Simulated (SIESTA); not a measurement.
InPd in SIESTA: the effect of target pressure

Crystal: InPd.

```
In Pd
1.0
     3.27188    0.00000    0.00000
     0.00000    3.27188    0.00000
     0.00000    0.00000    3.27188
In Pd
1 1
Direct
  0.00000 0.00000 0.00000
  0.50000 0.50000 0.50000
```

The cell comes from a database or a generator and needn't be the stable form of this composition.

Alike in all runs:

- Program: SIESTA 5.4.2
- Task: relaxation of cell and atoms
- Functional: PBE
- Potentials or basis: PseudoDojo 0.4 standard (PBE files)
- Basis: DZP (energy shift 0.003 Ry; two zetas on semicore shells)
- Grid cutoff: 800 Ry
- Energy shift: 0.003 Ry
- k mesh: 6 × 6 × 6
- Occupations: fermi-dirac, width 0.05 eV
- Spin: no spin polarisation

Each run relaxes the cell or the atoms first.

| target pressure | target pressure | relaxed volume (Å³/atom) |
| --- | --- | --- |
| 0 GPa | - | ? |
| 2 GPa | 2 GPa | 17.84 |
| 5 GPa | 5 GPa | 17.44 |
| 10 GPa | 10 GPa | 16.90 |
| 20 GPa | 20 GPa | 16.06 |

Problem. What does the run with target pressure 0 GPa give?

Solution. Relaxed volume 18.13 Å³/atom.

Worked out: In Murnaghan's law V^(-B') rises as a straight line in P. The other rows fit best with B' = 5.6, V0 = 18.14 Å³/atom and B0 = 115 GPa, which gives 18.14 Å³/atom at 0 GPa, against the run's 18.13.

Caveats: the basis of atomic orbitals isn't converged, which shifts pressures, moduli and gaps.
